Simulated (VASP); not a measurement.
# Quasiparticle energies of AlAs in VASP, part 2 of 2

Aim: the quasiparticle gap of AlAs, and what it costs to get it. The cell is of the zinc-blende type, one of the forms listed for this formula. The start is a cell from a database of measured crystal structures.

VASP 6.6.1, plane waves and PAW; the level of theory is named at each step.

So far, gap on the k-mesh (eV): step 3 (empty bands, k-mesh 4×4×4) 1.41.

### 4. G0W0, k-mesh 4×4×4

This step: G0W0 on PBE; plane waves and PAW (Al_GW, As_GW) (VASP 6.6.1).

G0W0 keeps orbitals and screening fixed and shifts each of the lowest NBANDSGW levels once.

INCAR reads:

```
SYSTEM = AlAs
PREC = Accurate
ENCUT = 300
ISMEAR = 0
SIGMA = 0.01
LREAL = .FALSE.
GGA = PE
NBANDS = 104
ALGO = EVGW0
NELMGW = 1
ENCUTGW = 100
NOMEGA = 48
PRECFOCK = Fast
NBANDSGW = 16
LWAVE = .FALSE.
LCHARG = .FALSE.
```

POSCAR reads:

```
AlAs
1.0
    0.0000000000      2.8304000000      2.8304000000
    2.8304000000      0.0000000000      2.8304000000
    2.8304000000      2.8304000000      0.0000000000
Al As
1 1
Direct
    0.0000000000      0.0000000000      0.0000000000
    0.2500000000      0.2500000000      0.2500000000
```

KPOINTS reads:

```
Automatic mesh
0
Gamma
4 4 4
0 0 0
```

PAW data sets: Al_GW and As_GW (PBE family, release 64).

On the command line:

```
$ mpirun -np 8 vasp_std
```

What it wrote:

```text
[banner, memory and clock lines left out]
running    8 mpi-ranks, on    1 nodes
 distrk:  each k-point on    8 cores,    1 groups
 distr:  one band on    1 cores,    8 groups

 POSCAR found type information on POSCAR AlAs
 POSCAR found :  2 types and       2 ions
 [... a notice as in an earlier step ...]

|                                                                             |
|           W    W    AA    RRRRR   N    N  II  N    N   GGGG   !!!           |
|           W    W   A  A   R    R  NN   N  II  NN   N  G    G  !!!           |
|           W    W  A    A  R    R  N N  N  II  N N  N  G       !!!           |
|           W WW W  AAAAAA  RRRRR   N  N N  II  N  N N  G  GGG   !            |
|           WW  WW  A    A  R   R   N   NN  II  N   NN  G    G                |
|           W    W  A    A  R    R  N    N  II  N    N   GGGG   !!!           |
|                                                                             |
|     The default for ENCUTGWSOFT is different in this version of VASP.       |
|     please manually set ENCUTGWSOFT =100 in the INCAR file.                 |
|                                                                             |

 LDA part: xc-table for (Slater+PW92), standard interpolation
 found WAVECAR, reading the header
 POSCAR, INCAR and KPOINTS ok, starting setup
 FFT: planning ... GRIDC
 FFT: planning ... GRID_SOFT
 FFT: planning ... GRID
 reading WAVECAR
 the WAVECAR file was read successfully
 initial charge from wavefunction
 available memory per node:     96.57 GB, setting MAXMEM to     98886

 The Fermi energy was updated, please check that it is located mid-gap
 values below the HOMO (VB) or above the LUMO (CB) will cause erroneous energies
 E-fermi :   4.1706

 calculate exact exchange contribution
 the WAVEDER file was read successfully
energies w=
    0.000    0.000    0.593    0.000    1.183    0.000    1.768    0.000
    2.347    0.000    2.917    0.000    3.478    0.000    4.029    0.000
    4.570    0.000    5.101    0.000    5.622    0.000    6.135    0.000
    6.640    0.000    7.140    0.000    7.635    0.000    8.127    0.000
    8.618    0.000    9.111    0.000    9.607    0.000   10.109    0.000
   10.618    0.000   11.139    0.000   11.674    0.000   12.227    0.000
   12.801    0.000   13.401    0.000   14.032    0.000   14.700    0.000
   15.412    0.000   16.177    0.000   17.006    0.000   17.911    0.000
   18.907    0.000   20.015    0.000   21.262    0.000   22.678    0.000
   24.310    0.000   26.215    0.000   28.477    0.000   31.212    0.000
   34.593    0.000   38.882    0.000   44.504    0.000   52.194    0.000
   63.331    0.000   80.856    0.000  112.362    0.000  185.279    0.000
 responsefunction array rank=     120
 LDA part: xc-table for (Slater+PW92), standard interpolation

 min. memory requirement per mpi rank     70.1 MB, per node    560.9 MB

 allocating   6 responsefunctions rank=   120
 shmem allocating  48 responsefunctions rank=   120
 response function shared by NCSHMEM nodes    1
 Doing            6  frequencies on each core in blocks of           48
NQ=   1    0.0000    0.0000    0.0000,
|.........|.........|.........|.........|.........|.........|.........|.........
 performed         77000 updates of chi_q(r,r)
 total number of BLAS operations          7.95 Gflops
NQ=   2    0.2500    0.0000    0.0000,
|.........|.........|.........|.........|.........|.........|.........|.........
 performed        248000 updates of chi_q(r,r)
 total number of BLAS operations         22.75 Gflops
NQ=   3    0.5000    0.0000    0.0000,
|.........|.........|.........|.........|.........|.........|.........|.........
 performed        392000 updates of chi_q(r,r)
 total number of BLAS operations         36.22 Gflops
NQ=   4    0.2500    0.2500    0.0000,
|.........|.........|.........|.........|.........|.........|.........|.........
 performed        563000 updates of chi_q(r,r)
 total number of BLAS operations         50.18 Gflops
NQ=   5    0.5000    0.2500    0.0000,
|.........|.........|.........|.........|.........|.........|.........|.........
 performed        807000 updates of chi_q(r,r)
 total number of BLAS operations         71.31 Gflops
NQ=   6   -0.2500    0.2500    0.0000,
|.........|.........|.........|.........|.........|.........|.........|.........
 performed       1024000 updates of chi_q(r,r)
 total number of BLAS operations         87.69 Gflops
NQ=   7    0.5000    0.5000    0.0000,
|.........|.........|.........|.........|.........|.........|.........|.........
 performed       1148000 updates of chi_q(r,r)
 total number of BLAS operations         99.30 Gflops
NQ=   8   -0.2500    0.5000    0.2500,
|.........|.........|.........|.........|.........|.........|.........|.........
 performed       1312000 updates of chi_q(r,r)
 total number of BLAS operations        114.63 Gflops
 resolving degeneracies of screened two electron integrals

 calculate QP shifts <psi_nk| G(iteration)W_0 |psi_nk>: iteration 1
 entering main loop
```

Wall time 18 s (8 MPI ranks of AMD EPYC 7R43, shared host); peak memory 0.83 GiB.

From OUTCAR (step 4):

```text
The static configuration has the point symmetry T_d .

 Found      8 irreducible k-points:

   k-points           NKPTS =      8   k-points in BZ     NKDIM =     64   number of bands    NBANDS=    104

   NELECT =       8.0000    total number of electrons

 E-fermi :   4.1706

 QP shifts <psi_nk| G(iteration)W_0 |psi_nk>: iteration 1
 for sc-GW calculations column KS-energies equals QP-energies in previous step
 and V_xc(KS)=  KS-energies - (<T + V_ion + V_H > + <T+V_H+V_ion>^1  + <V_x>^1)
 k-point   1 :       0.0000    0.0000    0.0000
  band No.  KS-energies  QP-energies   sigma(KS)   V_xc(KS)     V^pw_x(r,r')   Z            occupation Imag(sigma)
      1      -8.4033      -8.8776     -11.6142     -10.8925     -17.8856       0.6573       2.0000       1.1399
      2       3.4652       2.9746     -11.9237     -11.2821     -13.2998       0.7647       2.0000       0.0759
      3       3.4652       2.9746     -11.9237     -11.2821     -13.2998       0.7647       2.0000       0.0759
      4       3.4652       2.9746     -11.9237     -11.2821     -13.2998       0.7647       2.0000       0.0759
      5       5.5066       5.9844      -9.3138      -9.9356      -5.5065       0.7685       0.0000      -0.0760
      6       7.7245       7.9411      -8.8579      -9.1446      -4.5572       0.7552       0.0000      -0.1043
      7       7.7245       7.9411      -8.8579      -9.1446      -4.5572       0.7552       0.0000      -0.1043
      8       7.7245       7.9411      -8.8579      -9.1446      -4.5572       0.7552       0.0000      -0.1043
    ...

 k-point   2 :       0.2500    0.0000    0.0000
  band No.  KS-energies  QP-energies   sigma(KS)   V_xc(KS)     V^pw_x(r,r')   Z            occupation Imag(sigma)
      1      -7.8234      -8.2754     -11.7510     -11.0817     -17.8140       0.6754       2.0000       1.0750
      2       0.0684      -0.5007     -11.0329     -10.2527     -13.3363       0.7294       2.0000       0.1313
      3       2.9827       2.4647     -11.7519     -11.0722     -13.2221       0.7622       2.0000       0.0783
      4       2.9827       2.4647     -11.7519     -11.0722     -13.2221       0.7622       2.0000       0.0783
      5       6.0600       6.3678      -8.9494      -9.3509      -5.0378       0.7667       0.0000      -0.0818
      6       8.3505       8.5639      -8.8581      -9.1421      -4.3937       0.7516       0.0000      -0.1187
      7       8.3505       8.5639      -8.8581      -9.1421      -4.3937       0.7516       0.0000      -0.1187
      8       9.9078      10.2024      -9.4311      -9.8267      -4.7294       0.7447       0.0000      -0.1652
    ...

 k-point   3 :       0.5000    0.0000    0.0000
  band No.  KS-energies  QP-energies   sigma(KS)   V_xc(KS)     V^pw_x(r,r')   Z            occupation Imag(sigma)
      1      -6.9748      -7.3665     -12.0903     -11.5232     -17.8453       0.6906       2.0000       0.9468
      2      -2.1253      -2.7681     -10.5297      -9.6121     -13.8885       0.7005       2.0000       0.2737
      3       2.6349       2.0909     -11.7109     -10.9957     -13.3132       0.7607       2.0000       0.0836
      4       2.6349       2.0909     -11.7109     -10.9957     -13.3132       0.7607       2.0000       0.0836
      5       5.5859       5.8647      -8.8843      -9.2461      -5.0937       0.7704       0.0000      -0.0761
      6       8.1192       8.2860      -8.5334      -8.7539      -4.1429       0.7560       0.0000      -0.1130
      7       8.1192       8.2860      -8.5334      -8.7539      -4.1429       0.7560       0.0000      -0.1130
      8      11.2013      11.1189      -7.6420      -7.5320      -2.4563       0.7487       0.0000      -0.2592
    ...

[... 7 parts as in an earlier step ...]

[... 5 further parts left out ...]
```

This step gave:

- quasiparticle gap on the mesh: 1.918 eV
- smallest direct quasiparticle gap on the mesh: 3.010 eV
- gap of the starting orbitals on the mesh: 1.411 eV

GW takes the gap from 1.411 to 1.918 eV. Spin-orbit coupling is left out. The value holds for 104 bands, ENCUTGW = 100 eV and this mesh, and isn't shown to be converged in them.

### 5. Ground state, k-mesh 6×6×6

This step: PBE; plane waves and PAW (Al_GW, As_GW) (VASP 6.6.1).

Many-body steps start from the orbitals of a self-consistent run, here PBE. EDIFF is tight for accurate orbitals, and a narrow smearing avoids fractional occupations.

INCAR reads:

```
SYSTEM = AlAs
PREC = Accurate
ENCUT = 300
EDIFF = 1E-08
NELM = 100
ISMEAR = 0
SIGMA = 0.01
LREAL = .FALSE.
ALGO = Normal
GGA = PE
NBANDS = 10
LORBIT = 11
LWAVE = .TRUE.
LCHARG = .FALSE.
KPAR = 8
```

POSCAR is that of step 4.

KPOINTS reads:

```
Automatic mesh
0
Gamma
6 6 6
0 0 0
```

On the command line:

```
$ mpirun -np 8 vasp_std
```

What it wrote:

```text
[banner, memory and clock lines left out]
running    8 mpi-ranks, on    1 nodes
[...]
[... a notice as in an earlier step ...]

 LDA part: xc-table for (Slater+PW92), standard interpolation
 POSCAR, INCAR and KPOINTS ok, starting setup
[...]
entering main loop
       N       E                     dE             d eps       ncg     rms          rms(c)
DAV:   1     0.869669586198E+01    0.86967E+01   -0.28873E+03   320   0.481E+02
DAV:   2    -0.895227288943E+01   -0.17649E+02   -0.17006E+02   446   0.749E+01
DAV:   3    -0.958901956859E+01   -0.63675E+00   -0.63621E+00   388   0.153E+01
DAV:   4    -0.959782274555E+01   -0.88032E-02   -0.88024E-02   470   0.171E+00
[...]
DAV:  14    -0.937173161869E+01    0.21387E-07   -0.13219E-08   374   0.660E-04    0.786E-05
DAV:  15    -0.937173163460E+01   -0.15915E-07   -0.92826E-10   196   0.151E-04    0.220E-05
DAV:  16    -0.937173164052E+01   -0.59235E-08   -0.24632E-10   184   0.883E-05
   1 F= -.93717316E+01 E0= -.93717316E+01  d E =-.140082E-44
 writing wavefunctions
```

Elapsed: 3.2 s, on 8 MPI ranks; peak memory 0.75 GiB; 19 s of CPU time.

Parts of OUTCAR (step 5):

```text
  Total        0.7640657      0.7640657      0.7640657     -0.0000000      0.0000000      0.0000000
  in kB       26.9940360     26.9940360     26.9940360     -0.0000000      0.0000000      0.0000000
  external PRESSURE =      26.9940360 kB  Pullay stress =       0.0000000 kB

 POSITION                                       TOTAL-FORCE (eV/Angst)
 -----------------------------------------------------------------------------------
      0.00000      0.00000      0.00000         0.000000      0.000000      0.000000
      1.41520      1.41520      1.41520        -0.000000     -0.000000     -0.000000
 -----------------------------------------------------------------------------------
    total drift:                               -0.000002     -0.000002     -0.000002

  FREE ENERGIE OF THE ION-ELECTRON SYSTEM (eV)
  ---------------------------------------------------
  free  energy   TOTEN  =        -9.3717316405 eV

  energy  without entropy=       -9.3717316405  energy(sigma->0) =       -9.37173164

[... 1 part as in an earlier step ...]

[... 2 further parts left out ...]
[key lines of the parts left out:]
E-fermi :   3.5274
```

This step gave:

| Item | Value |
| --- | --- |
| free energy (TOTEN) | -9.372 eV |
| Fermi energy | 3.527 eV |
| pressure | 2.699 GPa |
| gap on the k-mesh | 1.432 eV |
| least direct gap on the k-mesh | 2.047 eV |

The cell has a gap of 1.43 eV on this mesh and a pressure of +2.7 GPa, which holds the misfit of the given cell and coordinates with this functional, and any error of cutoff, mesh and data sets. Spin-orbit coupling is left out, which can shift or reorder these edges.

### 6. Empty bands, k-mesh 6×6×6

The empty bands are made again, for the run that follows.

INCAR reads:

```
SYSTEM = AlAs
PREC = Accurate
ENCUT = 300
ISMEAR = 0
SIGMA = 0.01
LREAL = .FALSE.
GGA = PE
NBANDS = 104
ALGO = Exact
NELM = 1
LWAVE = .TRUE.
LCHARG = .FALSE.
LOPTICS = .TRUE.
NEDOS = 1000
CSHIFT = 0.1
```

POSCAR is that of step 5.

KPOINTS is that of step 5.

On the command line:

```
$ mpirun -np 8 vasp_std
```

What it wrote:

```text
[... set-up lines as in an earlier step ...]
 entering main loop
       N       E                     dE             d eps       ncg     rms          rms(c)
DIA:   1    -0.937173163937E+01   -0.93717E+01    0.00000E+00     0   0.000E+00
   1 F= -.93717316E+01 E0= -.93717316E+01  d E =-.800589E-79
 writing wavefunctions
 optical routines
 imaginary and real dielectric function
 recalculating local potential from charge density
 direction            1
 direction            2
 direction            3
```

Run time: 6 s. Hardware: 8 MPI ranks; peak memory 0.71 GiB.

OUTCAR, selected parts (step 6):

```text
  Total        0.7640409      0.7640409      0.7640409     -0.0000000     -0.0000000     -0.0000000
  in kB       26.9931601     26.9931601     26.9931601     -0.0000000     -0.0000000     -0.0000000
  external PRESSURE =      26.9931601 kB  Pullay stress =       0.0000000 kB

  FREE ENERGIE OF THE ION-ELECTRON SYSTEM (eV)
  ---------------------------------------------------
  free  energy   TOTEN  =        -9.3717316394 eV

  energy  without entropy=       -9.3717316394  energy(sigma->0) =       -9.37173164

[... 2 parts as in an earlier step ...]

[... 2 further parts left out ...]
[key lines of the parts left out:]
E-fermi :   3.5619
```

### 7. G0W0, k-mesh 6×6×6

This step: G0W0 on PBE; plane waves and PAW (Al_GW, As_GW) (VASP 6.6.1).

The mesh goes to 6×6×6.

INCAR reads:

```
SYSTEM = AlAs
PREC = Accurate
ENCUT = 300
ISMEAR = 0
SIGMA = 0.01
LREAL = .FALSE.
GGA = PE
NBANDS = 104
ALGO = EVGW0
NELMGW = 1
ENCUTGW = 100
NOMEGA = 48
PRECFOCK = Fast
NBANDSGW = 16
LWAVE = .FALSE.
LCHARG = .FALSE.
```

POSCAR is that of step 6.

KPOINTS is that of step 6.

On the command line:

```
$ mpirun -np 8 vasp_std
```

What it wrote:

```text
[banner, memory and clock lines left out]
running    8 mpi-ranks, on    1 nodes
[...]
[... a notice as in an earlier step ...]

 [... a notice as in an earlier step ...]

 LDA part: xc-table for (Slater+PW92), standard interpolation
 found WAVECAR, reading the header
 POSCAR, INCAR and KPOINTS ok, starting setup
[...]
reading WAVECAR
 the WAVECAR file was read successfully
 initial charge from wavefunction
 available memory per node:     96.00 GB, setting MAXMEM to     98300

 The Fermi energy was updated, please check that it is located mid-gap
 values below the HOMO (VB) or above the LUMO (CB) will cause erroneous energies
 E-fermi :   4.1464

 calculate exact exchange contribution
 the WAVEDER file was read successfully
energies w=
    0.000    0.000    0.576    0.000    1.151    0.000    1.720    0.000
    2.283    0.000    2.838    0.000    3.384    0.000    3.920    0.000
    4.446    0.000    4.963    0.000    5.470    0.000    5.969    0.000
[...]
total number of BLAS operations        512.32 Gflops
NQ=  12   -0.3333    0.3333    0.0000,
|.........|.........|.........|.........|.........|.........|.........|.........
 performed       6622000 updates of chi_q(r,r)
 total number of BLAS operations        563.90 Gflops
NQ=  13    0.5000    0.5000    0.0000,
|.........|.........|.........|.........|.........|.........|.........|.........
 performed       6947000 updates of chi_q(r,r)
 total number of BLAS operations        594.31 Gflops
NQ=  14    0.5000    0.3333    0.1667,
|.........|.........|.........|.........|.........|.........|.........|.........
 performed       7785000 updates of chi_q(r,r)
 total number of BLAS operations        662.73 Gflops
NQ=  15   -0.3333    0.3333    0.1667,
|.........|.........|.........|.........|.........|.........|.........|.........
 performed       8570000 updates of chi_q(r,r)
 total number of BLAS operations        730.67 Gflops
NQ=  16   -0.3333    0.5000    0.1667,
|.........|.........|.........|.........|.........|.........|.........|.........
 performed       9205000 updates of chi_q(r,r)
 total number of BLAS operations        785.65 Gflops
 resolving degeneracies of screened two electron integrals

 calculate QP shifts <psi_nk| G(iteration)W_0 |psi_nk>: iteration 1
 entering main loop
```

Run time: 1.9 min. Hardware: 8 MPI ranks; peak memory 1.3 GiB.

OUTCAR, selected parts (step 7):

```text
 QP shifts <psi_nk| G(iteration)W_0 |psi_nk>: iteration 1
 for sc-GW calculations column KS-energies equals QP-energies in previous step
 and V_xc(KS)=  KS-energies - (<T + V_ion + V_H > + <T+V_H+V_ion>^1  + <V_x>^1)
 k-point   1 :       0.0000    0.0000    0.0000
  band No.  KS-energies  QP-energies   sigma(KS)   V_xc(KS)     V^pw_x(r,r')   Z            occupation Imag(sigma)
      1      -8.4377      -8.8698     -11.5521     -10.8967     -17.8966       0.6592       2.0000       1.1268
      2       3.4305       2.9383     -11.9158     -11.2748     -13.0719       0.7679       2.0000       0.0580
      3       3.4305       2.9383     -11.9158     -11.2748     -13.0719       0.7679       2.0000       0.0580
      4       3.4305       2.9383     -11.9158     -11.2748     -13.0719       0.7679       2.0000       0.0580
      5       5.4773       5.9606      -9.3199      -9.9441      -5.7848       0.7743       0.0000      -0.0663
      6       7.7140       7.9451      -8.8476      -9.1535      -4.6428       0.7557       0.0000      -0.0904
      7       7.7140       7.9451      -8.8476      -9.1535      -4.6428       0.7557       0.0000      -0.0904
      8       7.7140       7.9451      -8.8476      -9.1535      -4.6428       0.7557       0.0000      -0.0904
    ...

[... 1 part as in an earlier step ...]

[... 2 further parts left out ...]
[key lines of the parts left out:]
E-fermi :   4.1464
```

This step gave:

```
quasiparticle gap on the mesh                 : 1.965 eV
smallest direct quasiparticle gap on the mesh : 3.022 eV
gap of the starting orbitals on the mesh      : 1.432 eV
```

The gap is now 1.965 eV, +46 meV against the GW run before. Spin-orbit coupling is left out.

### 8. Summary

This step: GW series: G0W0 on PBE; plane waves and PAW (VASP 6.6.1).

This step runs nothing: it gathers the runs above.

Cost is wall time times ranks on a shared host, with the step that makes the empty bands. GW runs:

```csv
level,bands,ENCUTGW (eV),NOMEGA,k mesh,starting gap (eV),quasiparticle gap (eV),direct gap (eV),cost (core minutes)
G0W0,104,100,48,4x4x4,1.411,1.918,3.01,2.96
G0W0,104,100,48,6x6x6,1.432,1.964,3.022,15.73
```

### 9. Summary of results

| Property | Result |
| --- | --- |
| G0W0 on PBE, 104 bands, ENCUTGW 100 eV, NOMEGA 48, mesh 4×4×4 | 1.411 → 1.918 eV |
| G0W0 on PBE, 104 bands, ENCUTGW 100 eV, NOMEGA 48, mesh 6×6×6 | 1.432 → 1.965 eV |

G0W0 gives a quasiparticle gap of 1.965 eV on the mesh, 0.53 eV over the PBE gap on the same mesh. On mesh and path the starting valence top lies at Γ and the conduction bottom at (0.5, 0.5, 0), so the starting gap is indirect. Both points lie on the GW mesh. Every mesh holds the starting band edges. Bands and response cutoff weren't varied. Spin-orbit coupling is left out; with As in the cell it can split or shift band edges, by an amount that depends on which atoms form them and isn't tested here. Not tabulated here, as repeats of values shown or as unfit to read for their mesh, reference level or band range: eps2 curves (empty bands); eps1 curves and static values (empty bands); gaps (empty bands).

[Lines on the potential files, build, host, timing and source positions are cut from VASP's logs without a mark.]

[Logs are printed without paths, hosts, clocks, repeated set-up lines and the standing remarks that a program may print on its own settings, such as how far it seeks lower states.]

[Hosts, paths, dates, database ids (printed as entryN), source tags and the programs' standing remarks are cut or masked in the printed files.]

[Pressures printed for these runs are not shown converged in the cutoff: they can be off by several GPa and have the wrong sign.]

[In band tables of VASP the shares of atoms and orbitals are scaled to a sum of 1 inside the atoms' spheres.]
